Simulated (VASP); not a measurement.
**GaP(110): relaxation, ionisation energy and affinity**

Where do the bulk band edges lie against the vacuum outside GaP(110)?

Main program and level: VASP 6.6.1; PBEsol; plane waves and PAW (Ga, P).

### 1. Starting point

Symmetry: F-43m, No. 216, cubic system. Conventional cell: a = 5.450 Å, b = 5.450 Å, c = 5.450 Å, α = 90.00°, β = 90.00°, γ = 90.00°. Nearest to Ga lie 4 P at 2.36 Å. P has 4 Ga at 2.36 Å nearest. Farther neighbours are not listed.

### 2. Relaxing the bulk crystal

First cell and atoms are relaxed at a raised cutoff, so that later runs start from this functional's own cell.

File INCAR:

```
SYSTEM = GaP
PREC = Accurate
ENCUT = 350
EDIFF = 1E-06
NELM = 120
ISMEAR = 0
SIGMA = 0.03
LREAL = .FALSE.
ALGO = Normal
GGA = PS
NBANDS = 10
LORBIT = 11
LWAVE = .FALSE.
LCHARG = .FALSE.
KPAR = 4
LASPH = .TRUE.
IBRION = 2
NSW = 40
ISIF = 3
EDIFFG = -0.02
POTIM = 0.4
```

File POSCAR:

```
GaP
1.0
    0.0000000000      2.7250000000      2.7250000000
    2.7250000000      0.0000000000      2.7250000000
    2.7250000000      2.7250000000      0.0000000000
Ga P
1 1
Direct
    0.0000000000      0.0000000000      0.0000000000
    0.2500000000      0.2500000000      0.2500000000
```

File KPOINTS:

```
Automatic mesh
0
Gamma
6 6 6
0 0 0
```

The projector-augmented-wave data sets are Ga and P (PBE family, release 64).

The run is started by

```
$ mpirun -np 4 vasp_std
```

Output:

```text
[banner, memory and clock lines left out]
running    4 mpi-ranks, on    1 nodes
 distrk:  each k-point on    1 cores,    4 groups
 distr:  one band on    1 cores,    1 groups

 POSCAR found type information on POSCAR GaP
 POSCAR found :  2 types and       2 ions
|                                                                             |
|               ----> ADVICE to this user running VASP <----                  |
|                                                                             |
|     You enforced a specific xc type in the INCAR file but a different       |
|     [... a line on the potential file left out ...]
|     I HOPE YOU KNOW WHAT YOU ARE DOING!                                     |
|                                                                             |

 LDA part: xc-table for (Slater+PW92), standard interpolation
 POSCAR, INCAR and KPOINTS ok, starting setup
 FFT: planning ... GRIDC
 FFT: planning ... GRID_SOFT
 FFT: planning ... GRID
 WAVECAR not read
 entering main loop
       N       E                     dE             d eps       ncg     rms          rms(c)
DAV:   1     0.731197516146E+01    0.73120E+01   -0.27602E+03   320   0.503E+02
DAV:   2    -0.962781427320E+01   -0.16940E+02   -0.16452E+02   434   0.792E+01
DAV:   3    -0.101337310461E+02   -0.50592E+00   -0.50526E+00   400   0.137E+01
DAV:   4    -0.101362960995E+02   -0.25651E-02   -0.25648E-02   416   0.116E+00
DAV:   5    -0.101363139323E+02   -0.17833E-04   -0.17833E-04   384   0.850E-02    0.503E+00
DAV:   6    -0.990527536702E+01    0.23104E+00   -0.40405E-01   370   0.250E+00    0.305E+00
DAV:   7    -0.985031531467E+01    0.54960E-01   -0.15504E-01   368   0.176E+00    0.106E+00
DAV:   8    -0.984681552276E+01    0.34998E-02   -0.12069E-02   350   0.551E-01    0.124E-01
DAV:   9    -0.984688767578E+01   -0.72153E-04   -0.50786E-04   382   0.139E-01    0.678E-02
DAV:  10    -0.984694688121E+01   -0.59205E-04   -0.71768E-05   386   0.516E-02    0.950E-03
DAV:  11    -0.984694767112E+01   -0.78991E-06   -0.46936E-06   422   0.110E-02
   1 F= -.98469477E+01 E0= -.98469477E+01  d E =-.984695E+01
 curvature:   0.00 expect dE= 0.000E+00 dE for cont linesearch  0.000E+00
 trial: gam= 0.00000 g(F)=  0.469E-46 g(S)=  0.552E-02 ort = 0.000E+00 (trialstep = 0.100E+01)
 search vector abs. value=  0.552E-02
 bond charge predicted
       N       E                     dE             d eps       ncg     rms          rms(c)
DAV:   1    -0.985272349368E+01   -0.57766E-02   -0.95198E-02   332   0.150E+00    0.339E-01
DAV:   2    -0.984955988071E+01    0.31636E-02   -0.70292E-03   352   0.387E-01    0.178E-01
DAV:   3    -0.984883152404E+01    0.72836E-03   -0.21770E-03   344   0.208E-01    0.481E-02
DAV:   4    -0.984876654935E+01    0.64975E-04   -0.87344E-05   378   0.531E-02    0.331E-02
DAV:   5    -0.984874825243E+01    0.18297E-04   -0.27464E-05   362   0.253E-02    0.169E-02
DAV:   6    -0.984874835707E+01   -0.10464E-06   -0.64197E-07   216   0.549E-03
   2 F= -.98487484E+01 E0= -.98487484E+01  d E =-.180069E-02
 trial-energy change:   -0.001801  1 .order   -0.001881   -0.005515    0.001754
 step:   0.7462(harm=  0.7587)  dis= 0.00000  next Energy=    -9.848972 (dE=-0.202E-02)
 bond charge predicted
       N       E                     dE             d eps       ncg     rms          rms(c)
DAV:   1    -0.984921750873E+01   -0.46926E-03   -0.61659E-03   330   0.384E-01    0.867E-02
DAV:   2    -0.984901523673E+01    0.20227E-03   -0.44424E-04   348   0.977E-02    0.457E-02
DAV:   3    -0.984896973415E+01    0.45503E-04   -0.14152E-04   340   0.529E-02    0.128E-02
DAV:   4    -0.984896693443E+01    0.27997E-05   -0.54856E-06   352   0.134E-02    0.889E-03
DAV:   5    -0.984896676562E+01    0.16880E-06   -0.18369E-06   252   0.654E-03
   3 F= -.98489668E+01 E0= -.98489668E+01  d E =-.201909E-02
 curvature:  -0.38 expect dE=-0.179E-06 dE for cont linesearch -0.179E-06
 trial: gam=-0.00918 g(F)=  0.149E-47 g(S)=  0.473E-06 ort = 0.511E-04 (trialstep = 0.949E+00)
 search vector abs. value=  0.141E-09
 reached required accuracy - stopping structural energy minimisation
```

Elapsed: 3.4 s, on 4 MPI ranks of Intel Xeon 6975P-C (Granite Rapids), shared host; peak memory 0.51 GiB; 11 s of CPU time.

Lines that name or quote the potential files are left out of all logs, and their timing lines are given in words.

OUTCAR, selected parts (step 2):

```text
ion  position               nearest neighbor table
   1  0.000  0.000  0.000-   2 2.36   2 2.36   2 2.36   2 2.36
   2  0.250  0.250  0.250-   1 2.36   1 2.36   1 2.36   1 2.36

  LATTYP: Found a face centered cubic cell.
 ALAT       =     5.4500000000

 Subroutine GETGRP returns: Found 24 space group operations
 (whereof 24 operations were pure point group operations)

The static configuration has the point symmetry T_d .

 Found     16 irreducible k-points:

   k-points           NKPTS =     16   k-points in BZ     NKDIM =     16   number of bands    NBANDS=     10

   dimension x,y,z NGX =    24 NGY =   24 NGZ =   24
   dimension x,y,z NGXF=    48 NGYF=   48 NGZF=   48

   ENCUT  =  350.0 eV  25.72 Ry    5.07 a.u.   5.88  5.88  5.88*2*pi/ulx,y,z

   NELECT =       8.0000    total number of electrons

 k-points in reciprocal lattice and weights: Automatic mesh
   0.00000000  0.00000000  0.00000000       0.005
   0.16666667  0.00000000  0.00000000       0.037
   0.33333333  0.00000000  0.00000000       0.037
   0.50000000  0.00000000  0.00000000       0.019
   0.16666667  0.16666667  0.00000000       0.028
   0.33333333  0.16666667  0.00000000       0.111
   0.50000000  0.16666667  0.00000000       0.111
  -0.33333333  0.16666667  0.00000000       0.111
  -0.16666667  0.16666667  0.00000000       0.056
[...]
-0.33333333  0.33333333  0.16666667       0.111
  -0.33333333  0.50000000  0.16666667       0.056

 average (electrostatic) potential at core
       1 -13.5933       2 -84.7546

 E-fermi :   3.3326

 k-point     1 :       0.0000    0.0000    0.0000
  band No.  band energies     occupation
      1      -9.2564      2.00000
      2       3.1409      2.00000
      3       3.1409      2.00000
      4       3.1409      2.00000
      5       4.8464      0.00000
      6       7.0132      0.00000
      7       7.0132      0.00000
      8       7.0132      0.00000
      9      11.7001      0.00000
    ...

 k-point     2 :       0.1667    0.0000    0.0000
  band No.  band energies     occupation
      1      -8.9282      2.00000
      2       0.7356      2.00000
      3       2.7741      2.00000
      4       2.7741      2.00000
      5       5.4780      0.00000
      6       7.5594      0.00000
      7       7.5594      0.00000
      8       8.0848      0.00000
      9      12.0532      0.00000
    ...

 k-point     3 :       0.3333    0.0000    0.0000
  band No.  band energies     occupation
      1      -8.0463      2.00000
      2      -2.0589      2.00000
      3       2.2464      2.00000
      4       2.2464      2.00000
      5       4.9637      0.00000
      6       7.9274      0.00000
      7       7.9274      0.00000
      8      10.5850      0.00000
      9      12.6174      0.00000
    ...

  Total        0.0028586      0.0028586      0.0028586      0.0000000      0.0000000     -0.0000000
  in kB        0.1116750      0.1116750      0.1116750      0.0000000      0.0000000     -0.0000000
  external PRESSURE =       0.1116750 kB  Pullay stress =       0.0000000 kB

  energy-cutoff  :      350.00
  volume of cell :       41.01
      direct lattice vectors                 reciprocal lattice vectors
     0.000000000  2.737111432  2.737111432    -0.182674331  0.182674331  0.182674331
     2.737111432 -0.000000000  2.737111432     0.182674331 -0.182674331  0.182674331
     2.737111432  2.737111432  0.000000000     0.182674331  0.182674331 -0.182674331

 POSITION                                       TOTAL-FORCE (eV/Angst)
 -----------------------------------------------------------------------------------
      0.00000      0.00000      0.00000         0.000000      0.000000      0.000000
      1.36856      1.36856      1.36856        -0.000000     -0.000000     -0.000000
 -----------------------------------------------------------------------------------
    total drift:                               -0.000000     -0.000000      0.000000

  FREE ENERGIE OF THE ION-ELECTRON SYSTEM (eV)
  ---------------------------------------------------
  free  energy   TOTEN  =        -9.8489667656 eV

  energy  without entropy=       -9.8489667656  energy(sigma->0) =       -9.84896677

 reached required accuracy - stopping structural energy minimisation

 total charge
# of ion       s       p       d       tot
------------------------------------------
    1        1.078   1.276   0.164   2.519
    2        1.019   1.509   0.000   2.528
--------------------------------------------------
tot          2.097   2.785   0.164   5.046

[... 3 further parts left out ...]
```

CONTCAR:

```
GaP
   1.00000000000000
     0.0000000000000000    2.7371114324945731    2.7371114324945731
     2.7371114324945731   -0.0000000000000000    2.7371114324945731
     2.7371114324945731    2.7371114324945731    0.0000000000000000
  Ga              P
     1     1
Direct
     0.0000000000000000    0.0000000000000000    0.0000000000000000
     0.2500000000000000    0.2500000000000000    0.2500000000000000
```

The PAW data sets were made with PBE, which is usual practice but a small mismatch for other functionals. The data set Ga keeps the semicore shell frozen, which is cheaper and a little less accurate. The run keeps the 24 symmetry operations of its start, so it cannot find a distortion of lower symmetry.

The steps of the relaxation:

| step | energy less that of the first step (eV) | largest force (eV/Å) | pressure (GPa) | volume (Å³) |
| --- | --- | --- | --- | --- |
| 1 | 0.0000 | 0.0000 | 1.22 | 40.47 |
| 2 | -0.0018 | 0.0000 | -0.38 | 41.20 |
| 3 | -0.0020 | 0.0000 | 0.01 | 41.01 |

| conventional cell, symmetrised | before | after | change |
| --- | --- | --- | --- |
| a (Å) | 5.450 | 5.474 | +0.4 % |
| b (Å) | 5.450 | 5.474 | +0.4 % |
| c (Å) | 5.450 | 5.474 | +0.4 % |
| volume (Å³/atom) | 20.23 | 20.51 | +1.3 % |

Final coordinates:

```cif
data_structure
_symmetry_space_group_name_H-M 'P 1'
_symmetry_Int_Tables_number 1
_cell_length_a 3.8709
_cell_length_b 3.8709
_cell_length_c 3.8709
_cell_angle_alpha 60.000
_cell_angle_beta 60.000
_cell_angle_gamma 60.000
_cell_volume 41.01
loop_
_atom_site_label
_atom_site_type_symbol
_atom_site_fract_x
_atom_site_fract_y
_atom_site_fract_z
_atom_site_occupancy
Ga1 Ga 0.00000 0.00000 0.00000 1
P2 P 0.25000 0.25000 0.25000 1
```

This step gave:

```yaml
electronic_cycles: 22
electrons: 8
free_energy_toten: -9.849 eV
fermi_energy: 3.333 eV
```

The run ended after 3 ionic steps, 0.002 eV below its first step, once forces and stress met EDIFFG = -0.02.

### 3. Band edges of the bulk

A static bulk run at the slab's cutoff gives the band edges and the core potentials that tie them to the slab.

File INCAR:

```
SYSTEM = GaP
PREC = Normal
ENCUT = 320
EDIFF = 1E-06
NELM = 120
ISMEAR = 0
SIGMA = 0.03
LREAL = .FALSE.
ALGO = Normal
GGA = PS
NBANDS = 10
LORBIT = 11
LWAVE = .FALSE.
LCHARG = .FALSE.
KPAR = 4
LASPH = .TRUE.
```

File POSCAR:

```
GaP
1.0
    0.0000000000      2.7371114325      2.7371114325
    2.7371114325      0.0000000000      2.7371114325
    2.7371114325      2.7371114325      0.0000000000
Ga P
1 1
Direct
    0.0000000000      0.0000000000      0.0000000000
    0.2500000000      0.2500000000      0.2500000000
```

File KPOINTS:

```
Automatic mesh
0
Gamma
14 14 14
0 0 0
```

The run is started by

```
$ mpirun -np 4 vasp_std
```

Output:

```text
[banner, memory and clock lines left out]
running    4 mpi-ranks, on    1 nodes
 distrk:  each k-point on    1 cores,    4 groups
 distr:  one band on    1 cores,    1 groups

 POSCAR found type information on POSCAR GaP
 POSCAR found :  2 types and       2 ions
 [... a notice as in an earlier step ...]

 LDA part: xc-table for (Slater+PW92), standard interpolation
 POSCAR, INCAR and KPOINTS ok, starting setup
 FFT: planning ... GRIDC
 FFT: planning ... GRID_SOFT
 FFT: planning ... GRID
 WAVECAR not read
 entering main loop
       N       E                     dE             d eps       ncg     rms          rms(c)
DAV:   1     0.823701703613E+01    0.82370E+01   -0.27520E+03  2096   0.473E+02
DAV:   2    -0.959555138155E+01   -0.17833E+02   -0.17081E+02  2812   0.808E+01
DAV:   3    -0.101405106199E+02   -0.54496E+00   -0.54413E+00  2602   0.141E+01
DAV:   4    -0.101434571118E+02   -0.29465E-02   -0.29461E-02  2620   0.120E+00
DAV:   5    -0.101434783450E+02   -0.21233E-04   -0.21233E-04  2630   0.932E-02    0.496E+00
DAV:   6    -0.992081687868E+01    0.22266E+00   -0.39738E-01  2272   0.247E+00    0.300E+00
DAV:   7    -0.986903211985E+01    0.51785E-01   -0.14786E-01  2400   0.172E+00    0.105E+00
DAV:   8    -0.986553723719E+01    0.34949E-02   -0.12106E-02  2294   0.545E-01    0.123E-01
DAV:   9    -0.986559914799E+01   -0.61911E-04   -0.52156E-04  2434   0.138E-01    0.678E-02
DAV:  10    -0.986565837416E+01   -0.59226E-04   -0.72306E-05  2354   0.520E-02    0.917E-03
DAV:  11    -0.986565928828E+01   -0.91412E-06   -0.46169E-06  2862   0.108E-02
   1 F= -.98656593E+01 E0= -.98656593E+01  d E =-.148357E-12
```

Elapsed: 2.6 s, on 4 MPI ranks; peak memory 0.5 GiB; 7.8 s of CPU time.

Parts of OUTCAR (step 3):

```text
  LATTYP: Found a face centered cubic cell.
 ALAT       =     5.4742228650

The static configuration has the point symmetry T_d .

 Found    104 irreducible k-points:

   k-points           NKPTS =    104   k-points in BZ     NKDIM =    104   number of bands    NBANDS=     10

   dimension x,y,z NGX =    18 NGY =   18 NGZ =   18
   dimension x,y,z NGXF=    36 NGYF=   36 NGZF=   36

   ENCUT  =  320.0 eV  23.52 Ry    4.85 a.u.   5.65  5.65  5.65*2*pi/ulx,y,z

   NELECT =       8.0000    total number of electrons

 E-fermi :   3.2610

 k-point     1 :       0.0000    0.0000    0.0000
  band No.  band energies     occupation
      1      -9.2639      2.00000
      2       3.1315      2.00000
      3       3.1315      2.00000
      4       3.1315      2.00000
      5       4.8397      0.00000
      6       7.0117      0.00000
      7       7.0117      0.00000
      8       7.0117      0.00000
      9      11.6958      0.00000
    ...

 k-point     2 :       0.0714    0.0000    0.0000
  band No.  band energies     occupation
      1      -9.2028      2.00000
      2       2.4101      2.00000
      3       3.0500      2.00000
      4       3.0500      2.00000
      5       5.2756      0.00000
      6       7.1283      0.00000
      7       7.1381      0.00000
      8       7.1381      0.00000
      9      12.0401      0.00000
    ...

  Total       -0.0052574     -0.0052574     -0.0052574     -0.0000000      0.0000000      0.0000000
  in kB       -0.2053893     -0.2053893     -0.2053893     -0.0000000      0.0000000      0.0000000
  external PRESSURE =      -0.2053893 kB  Pullay stress =       0.0000000 kB

  energy-cutoff  :      320.00
  volume of cell :       41.01
      direct lattice vectors                 reciprocal lattice vectors
     0.000000000  2.737111432  2.737111432    -0.182674331  0.182674331  0.182674331
     2.737111432  0.000000000  2.737111432     0.182674331 -0.182674331  0.182674331
     2.737111432  2.737111432  0.000000000     0.182674331  0.182674331 -0.182674331

 POSITION                                       TOTAL-FORCE (eV/Angst)
 -----------------------------------------------------------------------------------
      0.00000      0.00000      0.00000         0.000000      0.000000      0.000000
      1.36856      1.36856      1.36856        -0.000000     -0.000000     -0.000000
 -----------------------------------------------------------------------------------
    total drift:                               -0.000001     -0.000001     -0.000000

  FREE ENERGIE OF THE ION-ELECTRON SYSTEM (eV)
  ---------------------------------------------------
  free  energy   TOTEN  =        -9.8656592883 eV

  energy  without entropy=       -9.8656592883  energy(sigma->0) =       -9.86565929

 total charge
# of ion       s       p       d       tot
------------------------------------------
    1        1.081   1.274   0.163   2.519
    2        1.022   1.506   0.000   2.528
--------------------------------------------------
tot          2.103   2.780   0.163   5.047

[... 1 part as in an earlier step ...]

[... 7 further parts left out ...]
```

The gap is read on the k-mesh alone, so it is an upper bound where the band edges lie off the mesh.

Numbers from this step:

| Property | Result |
| --- | --- |
| electronic cycles | 11 |
| free energy (TOTEN) | -9.866 eV |
| Fermi energy | 3.261 eV |
| metallic | no |
| gap on the k-mesh | 1.510 eV |
| least direct gap on the k-mesh | 1.708 eV |

[end of part 1 of 3]

[Lines on the potential files, build, host, timing and source positions are cut from VASP's logs without a mark.]

[Logs are printed without paths, hosts, clocks, repeated set-up lines and the standing remarks that a program may print on its own settings, such as how far it seeks lower states.]

[Hosts, paths, dates, database ids (printed as entryN), source tags and the programs' standing remarks are cut or masked in the printed files.]

[Runs that stopped without an error message from VASP are left out.]
